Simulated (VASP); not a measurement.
Write the native input for VASP 6.6.1 that does the following.

```yaml
Task: relaxation of cell and atoms
Functional: PBE
Dispersion: D4
Potentials_or_basis: VASP PAW PBE potentials, release 64 (Pt)
Cutoff: 600 eV
k_mesh: 18 × 18 × 18
Occupations: methfessel-paxton, width 0.1 eV
Spin: no spin polarisation
Further_INCAR_settings: ALGO = Normal; EDIFF = 1e-07; IBRION = 2; EDIFFG = -0.005; NSW = 40; ISIF = 3
```

The structure of Pt lies in POSCAR:

```
Pt
1.0
    0.0000000000      1.9600000000      1.9600000000
    1.9600000000      0.0000000000      1.9600000000
    1.9600000000      1.9600000000      0.0000000000
Pt
1
Direct
    0.0000000000      0.0000000000      0.0000000000
```

The cell was built by a generator and needn't be a form met in nature.

One way to write it, as run:

INCAR

```
ALGO = Normal
EDIFF = 1E-7
EDIFFG = -0.005
ENCUT = 600
GGA = PE
IBRION = 2
ISIF = 3
ISMEAR = 1
IVDW = 13
LASPH = True
LCHARG = False
LREAL = False
LWAVE = False
NELM = 120
NSW = 40
PREC = Accurate
SIGMA = 0.1
```

KPOINTS

```
k-points
0
Gamma
  18 18 18
```

Potentials or basis: VASP PAW PBE potentials, release 64 (Pt).

Launch:

```console
$ cat potpaw_PBE.64/Pt/POTCAR > POTCAR
$ mpirun -np 1 vasp_std > vasp.out
```

It gave:

The relaxed volume is 15.19 Å³/atom and the relaxed cell is a = 2.780 Å, b = 2.780 Å, c = 2.780 Å, α = 60.00°, β = 60.00°, γ = 60.00°. The space group after relaxing (to 0.05 Å) is Fm-3m (No. 225) and the energy gained by relaxing is 0.9 meV/atom. The ionic steps are 3. The pressure after relaxing is 0.0 GPa. The band gap on the k mesh is none (metal or under the smearing width) and the dispersion energy per atom is -0.768 eV.

Caveat: pairwise dispersion overbinds metals, which lowers pressure and volume.

It took 42 s on 1 thread of Intel(R) Xeon(R) Platinum 8259CL CPU @ 2.50GHz (Skylake/Cascade Lake), with other jobs on the host, peak memory 0.17 GiB.
